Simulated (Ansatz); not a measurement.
Sr in Ansatz: the effect of functional

Sr:

```
Sr
1.0
     0.00000    3.00123    3.00123
     3.00123    0.00000    3.00123
     3.00123    3.00123    0.00000
Sr
1
Direct
  0.00000 0.00000 0.00000
```

The cell isn't the ideal one: volume scaled by 0.96.

Alike in all runs:

| Property | Result |
| --- | --- |
| Program | Ansatz 0.2.0 |
| Task | single point |
| Potentials or basis | Ansatz PAW |
| k mesh | 8 × 8 × 8 |
| Occupations | fermi-dirac, width 0.05 eV |
| Spin | no spin polarisation |

```csv
functional,cutoff,pressure (GPa)
LDA,420 eV (not typed: the program's choice for these potentials),-1.3
PBEsol,420 eV (not typed: the program's choice for these potentials),-0.5
r2SCAN,500 eV (not typed: the program's choice for these potentials),?
```

Problem. What does the run with functional r2SCAN give?

Solution. Pressure 0.6 GPa.

Caveats: the PAW data sets come from PBE, with cores solved anew for the run's functional, which leaves a small shift of forces and pressure.
